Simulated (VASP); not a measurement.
# Mo (Im-3m) in VASP: further runs

The runs below take Mo through relaxation of cell and atoms, with r2SCAN+rVV10.

All numbers are computed with VASP 6.6.1; they aren't measurements. Logs are shortened: lines on timing, memory, paths and dates and some standing lists are left out, and cuts for length are marked.

### 1 Starting point

The structure is cubic, space group Im-3m (No. 229). Conventional cell: a = 3.147 Å, b = 3.147 Å, c = 3.147 Å, α = 90.00°, β = 90.00°, γ = 90.00°. Mo (site symmetry m-3m) is surrounded by 8 Mo at 2.73 Å.

### 2 Relaxation of cell and atoms, r2SCAN+rVV10

Contents of INCAR:

```
ALGO = Normal
BPARAM = 11.95
CPARAM = 0.0093
EDIFF = 1E-7
EDIFFG = -0.002
ENCUT = 520
IBRION = 2
ISIF = 3
ISMEAR = 0
IVDW_NL = 2
LASPH = T
LCHARG = F
LMIXTAU = T
LREAL = F
LUSE_VDW = T
LWAVE = F
METAGGA = R2SCAN
NELM = 80
NSW = 80
PREC = Accurate
SIGMA = 0.1
```

Contents of KPOINTS:

```
k-points
0
Gamma
  18 18 18
```

Contents of POSCAR:

```
Mo
1.0
   -1.5734150000      1.5734150000      1.5734150000
    1.5734150000     -1.5734150000      1.5734150000
    1.5734150000      1.5734150000     -1.5734150000
Mo
1
Direct
    0.0000000000      0.0000000000      0.0000000000
```

Potentials or basis: VASP PAW PBE potentials, release 64 (Mo_sv).

On the command line:

```console
cat potpaw_PBE.64/Mo_sv/POTCAR > POTCAR
mpirun -np 1 vasp_std > vasp.out
```

OUTCAR:

```text
BPARAM = 11.95
   EDIFF = 1E-7
   EDIFFG = -0.002
   ENCUT = 520
   IBRION = 2
   ISIF = 3
   ISMEAR = 0
   IVDW_NL = 2
   LASPH = T
   LREAL = F
   METAGGA = R2SCAN
   NELM = 80
   NSW = 80
   PREC = Accurate

 ion  position               nearest neighbor table
   1  0.000  0.000  0.000-

  LATTYP: Found a body centered cubic cell.
 ALAT       =     3.1468300000

  Lattice vectors:

 A1 = (  -1.5734150000,   1.5734150000,   1.5734150000)
 A2 = (   1.5734150000,  -1.5734150000,   1.5734150000)
 A3 = (   1.5734150000,   1.5734150000,  -1.5734150000)

Analysis of symmetry for initial positions (statically):
=====================================================================
 Subroutine PRICEL returns:
 Original cell was already a primitive cell.

 Routine SETGRP: Setting up the symmetry group for a
 body centered cubic supercell.

 Subroutine GETGRP returns: Found 48 space group operations
 (whereof 48 operations were pure point group operations)
 out of a pool of 48 trial point group operations.

The static configuration has the point symmetry O_h .

Analysis of symmetry for dynamics (positions and initial velocities):
=====================================================================
 Subroutine PRICEL returns:
 Original cell was already a primitive cell.

 Routine SETGRP: Setting up the symmetry group for a
 body centered cubic supercell.

 Subroutine GETGRP returns: Found 48 space group operations
 (whereof 48 operations were pure point group operations)
 out of a pool of 48 trial point group operations.

The dynamic configuration has the point symmetry O_h .

 Subroutine INISYM returns: Found 48 space group operations
 (whereof 48 operations are pure point group operations),
 and found     1 'primitive' translations

----------------------------------------------------------------------------------------

                                     Primitive cell

  volume of cell :      15.5808

  direct lattice vectors                    reciprocal lattice vectors
    -1.573415000  1.573415000  1.573415000     0.000000000  0.317780115  0.317780115
     1.573415000 -1.573415000  1.573415000     0.317780115  0.000000000  0.317780115
     1.573415000  1.573415000 -1.573415000     0.317780115  0.317780115  0.000000000

  length of vectors
     2.725234721  2.725234721  2.725234721     0.449408949  0.449408949  0.449408949

  position of ions in fractional coordinates (direct lattice)
     0.000000000  0.000000000  0.000000000

  ion indices of the primitive-cell ions
   primitive index   ion index
                 1           1

----------------------------------------------------------------------------------------

 KPOINTS: k-points

Automatic generation of k-mesh.
 Grid dimensions read from file:
 generate k-points for:   18   18   18

 Generating k-lattice:

  Cartesian coordinates                     Fractional coordinates (reciprocal lattice)
     0.000000000  0.017654451  0.017654451     0.055555556  0.000000000  0.000000000
     0.017654451  0.000000000  0.017654451     0.000000000  0.055555556  0.000000000
     0.017654451  0.017654451  0.000000000     0.000000000  0.000000000  0.055555556

  Length of vectors
     0.024967164  0.024967164  0.024967164

  Shift w.r.t. Gamma in fractional coordinates (k-lattice)
     0.000000000  0.000000000  0.000000000

 Subroutine IBZKPT returns following result:
 ===========================================

 Found    195 irreducible k-points:

 Following reciprocal coordinates:
            Coordinates               Weight
  0.000000  0.000000  0.000000      1.000000
  0.055556  0.000000  0.000000     12.000000
  0.111111  0.000000  0.000000     12.000000
  0.166667  0.000000  0.000000     12.000000
  0.222222  0.000000  0.000000     12.000000
  0.277778  0.000000  0.000000     12.000000
[... 16 lines left out ...]
  0.333333  0.111111 -0.000000     48.000000
  0.388889  0.111111  0.000000     48.000000
 [... further k-points ...]
   k-points           NKPTS =    195   k-points in BZ     NKDIM =    195   number of bands    NBANDS=     11
   number of dos      NEDOS =    301   number of ions     NIONS =      1
   total plane-waves  NPLWV =   8000
   dimension x,y,z NGX =    20 NGY =   20 NGZ =   20
   dimension x,y,z NGXF=    40 NGYF=   40 NGZF=   40
   ions per type =               1
   NGX,Y,Z   is equivalent  to a cutoff of  12.20, 12.20, 12.20 a.u.
   NGXF,Y,Z  is equivalent  to a cutoff of  24.40, 24.40, 24.40 a.u.
 SYSTEM =  unknown system
   PREC   = accura    normal or accurate (medium, high low for compatibility)
   ISTART =      0    job   : 0-new  1-cont  2-samecut
   ICHARG =      2    charge: 1-file 2-atom 10-const
   ISPIN  =      1    spin polarized calculation?
   LNONCOLLINEAR =      F non collinear calculations
   LSORBIT =      F    spin-orbit coupling
   LASPH  =      T    aspherical Exc in radial PAW
   ENCUT  =  520.0 eV  38.22 Ry    6.18 a.u.   5.07  5.07  5.07*2*pi/ulx,y,z
   NELM   =     80;   NELMIN=  2; NELMDL= -5     # of ELM steps
   EDIFF  = 0.1E-06   stopping-criterion for ELM
   LREAL  =      F    real-space projection
   EDIFFG = -.2E-02   stopping-criterion for IOM
   NSW    =     80    number of steps for IOM
   IBRION =      2    ionic relax: 0-MD 1-quasi-New 2-CG
   NFREE  =      1    steps in history (QN), initial steepest desc. (CG)
   ISIF   =      3    stress and relaxation
   ISYM   =      2    0-nonsym 1-usesym 2-fastsym
   POTIM  = 0.5000    time-step for ionic-motion
   TEBEG  =    0.0;   TEEND  =   0.0 temperature during run
   PSTRESS=    0.0 pullay stress
   NELECT =      14.0000    total number of electrons
   NUPDOWN=      -1.0000    fix difference up-down
   EMIN   =  10.00;   EMAX   =-10.00  energy-range for DOS
   EFERMI =   0.00;   METHOD = LEGACY
   ISMEAR =     0;   SIGMA  =   0.10  broadening in eV -4-tet -1-fermi 0-gaus
   EFERMI_NEDOS =   21; number of points for ismear=-14 and -15
   IALGO  =     38    algorithm
   IMIX   =      4    mixing-type and parameters
     AMIX     =   0.40;   BMIX     =  1.00
     AMIX_MAG =   1.60;   BMIX_MAG =  1.00
  volume/ion in A,a.u.               =      15.58       105.14
  Fermi-wavevector in a.u.,A,eV,Ry     =   1.579747  2.985289 33.954710  2.495601
  Thomas-Fermi vector in A             =   2.680079
   LORBIT       =      0    0 simple, 1 ext, 2 COOP (PROOUT), +10 PAW based schemes
   METAGGA = R2SCAN    functional components
   LHFCALC =     F    Hartree Fock is set to
   AEXX    =    0.0000 exact exchange contribution
   IVDW_NL    =     2    kernel type
   BPARAM     =11.9500
   IVDW    =     0    specifies the selected vdW correction
   LEPSILON=     F    determine dielectric tensor
   LRPA    =     F    only Hartree local field effects (RPA)
 conjugate gradient relaxation of ions
 non-spin polarized calculation
 Gauss-broadening in eV      SIGMA  =   0.10
  energy-cutoff  :      520.00
  volume of cell :       15.58
 maximum number of plane-waves:       432
   NGX = 11   NGY = 11   NGZ = 11

--------------------------------------- Ionic step        1  -------------------------------------------

 number of electron      14.0000001 magnetization

 Free energy of the ion-electron system (eV)
  ---------------------------------------------------
  ext. energy  EPLUGINS =         0.00000000
  ---------------------------------------------------
  free energy    TOTEN  =       -25.85433582 eV

  energy without entropy =      -25.85152375  energy(sigma->0) =      -25.85292978

------------------------ aborting loop because EDIFF is reached ----------------------------------------

  FORCE on cell =-STRESS in cart. coord.  units (eV):
  Direction    XX          YY          ZZ          XY          YZ          ZX
  --------------------------------------------------------------------------------------
  -------------------------------------------------------------------------------------
  Total        0.0484868      0.0484868      0.0484868      0.0000000     -0.0000000     -0.0000000
  in kB        4.9859043      4.9859043      4.9859043      0.0000000     -0.0000000     -0.0000000
  external PRESSURE =       4.9859043 kB  Pullay stress =       0.0000000 kB
[... 55 lines left out ...]
  energy  without entropy=      -25.8511634485  energy(sigma->0) =      -25.85258941

--------------------------------------- Ionic step        3  -------------------------------------------

 number of electron      14.0000002 magnetization

 Free energy of the ion-electron system (eV)
  ---------------------------------------------------
  ext. energy  EPLUGINS =         0.00000000
  ---------------------------------------------------
  free energy    TOTEN  =       -25.85437878 eV

  energy without entropy =      -25.85155469  energy(sigma->0) =      -25.85296673

 E-fermi :  12.5760     XC(G=0): -14.6675

 val. band max:       12.5718692413   @ k =  -0.3889   0.4444   0.2778
 cond. band min:      12.6082678849   @ k =   0.3889   0.1111   0.0556
 fundamental gap:      0.0363986435
 Fermi energy:        12.5760341758

 k-point     1 :       0.0000    0.0000    0.0000
  band No.  band energies     occupation
      1     -50.6473      2.00000
      2     -23.1150      2.00000
      3     -23.1150      2.00000
      4     -23.1150      2.00000
      5       4.8797      2.00000
      6      11.1412      2.00000
      7      11.1412      2.00000
      8      11.1412      2.00000
      9      14.4819      0.00000
     10      14.4819      0.00000
     11      28.0470      0.00000
[... 309 lines left out ...]
 k-point    24 :       0.3889    0.1111    0.0000
  band No.  band energies     occupation
      1     -50.3521      2.00000
      2     -24.5363      2.00000
      3     -23.6371      2.00000
      4     -23.1931      2.00000
      5       7.3848      2.00000
      6       9.1363      2.00000
      7      12.5330      1.45745
      8      14.3137      0.00000
      9      15.5109      0.00000
     10      18.1832      0.00000
     11      24.9044      0.00000

 [... further k-points ...]

------------------------ aborting loop because EDIFF is reached ----------------------------------------

  FORCE on cell =-STRESS in cart. coord.  units (eV):
  Direction    XX          YY          ZZ          XY          YZ          ZX
  --------------------------------------------------------------------------------------
  -------------------------------------------------------------------------------------
  Total        0.0009530      0.0009530      0.0009530      0.0000000     -0.0000000      0.0000000
  in kB        0.0978218      0.0978218      0.0978218      0.0000000     -0.0000000      0.0000000
  external PRESSURE =       0.0978218 kB  Pullay stress =       0.0000000 kB
[... 16 lines left out ...]
  FREE ENERGIE OF THE ION-ELECTRON SYSTEM (eV)
  ---------------------------------------------------
  free  energy   TOTEN  =       -25.8543787769 eV

  energy  without entropy=      -25.8515546923  energy(sigma->0) =      -25.85296673

 reached required accuracy - stopping structural energy minimisation
```

Run time: 2.4 min. Hardware: 1 thread of Intel Xeon 6975P-C (Granite Rapids), shared host; peak memory 0.21 GiB.

Results:

* Free energy: -25.8544 eV
* Relaxed volume: 15.61 Å³/atom
* Relaxed cell: a = 2.727 Å, b = 2.727 Å, c = 2.727 Å, α = 109.47°, β = 109.47°, γ = 109.47°
* Space group after relaxing (to 0.05 Å): Im-3m (No. 229)
* Energy gained by relaxing: 0.0 meV/atom
* Ionic steps: 3
* Pressure after relaxing: 0.0 GPa
* Band gap on the k mesh: none (metal or under the smearing width)

Final structure:
```yaml
crystal:
  lattice:
    - [-1.57435, 1.57435, 1.57435]
    - [1.57435, -1.57435, 1.57435]
    - [1.57435, 1.57435, -1.57435]
  atoms:
    - { symbol: Mo, position: [0.00000, 0.00000, 0.00000] }
```

Caveat: the PAW data sets were made with another functional, which shifts forces and pressure a little.

### 3 Relaxation of cell and atoms, r2SCAN+rVV10

INCAR is that of step 2.

KPOINTS is that of step 2.

Contents of POSCAR:

```
Mo                                      
1.0
   -1.5743537311      1.5743537311      1.5743537311
    1.5743537311     -1.5743537311      1.5743537311
    1.5743537311      1.5743537311     -1.5743537311
  Mo            
     1
Direct
     0.0000000000000000    0.0000000000000000    0.0000000000000000
```

Potentials or basis: VASP PAW PBE potentials, release 64 (Mo_sv).

On the command line:

```console
cat potpaw_PBE.64/Mo_sv/POTCAR > POTCAR
mpirun -np 1 vasp_std > vasp.out
```

It took 67 s on 1 thread of Intel Xeon 6975P-C (Granite Rapids), shared host; peak memory 0.2 GiB.

Results (log left out):

* Free energy: -25.8544 eV
* Pressure after relaxing: 0.0 GPa
* Band gap on the k mesh: none (metal or under the smearing width)

Final structure:
```xyz
1
Lattice="-1.5744 1.5744 1.5744 1.5744 -1.5744 1.5744 1.5744 1.5744 -1.5744" Properties=species:S:1:pos:R:3 pbc="T T T"
Mo    0.0000    0.0000    0.0000
```

Levels at points of the mesh, in eV from the Fermi level:
```tsv
k point	band 4	band 5	band 6	band 7	band 8	band 9	band 10	band 11
(0.00, 0.00, 0.00)	-35.69	-7.70	-1.43	-1.43	-1.43	1.91	1.91	15.47
(0.50, 0.00, 0.00)	-35.70	-5.62	-3.60	1.56	1.89	2.59	4.94	12.26
(0.50, 0.50, 0.50)	-36.73	-5.68	-5.68	4.15	4.15	4.15	9.46	9.46
```

Caveat: the relaxation stopped at its first step, so nothing moved; the PAW data sets were made with another functional, which shifts forces and pressure a little.
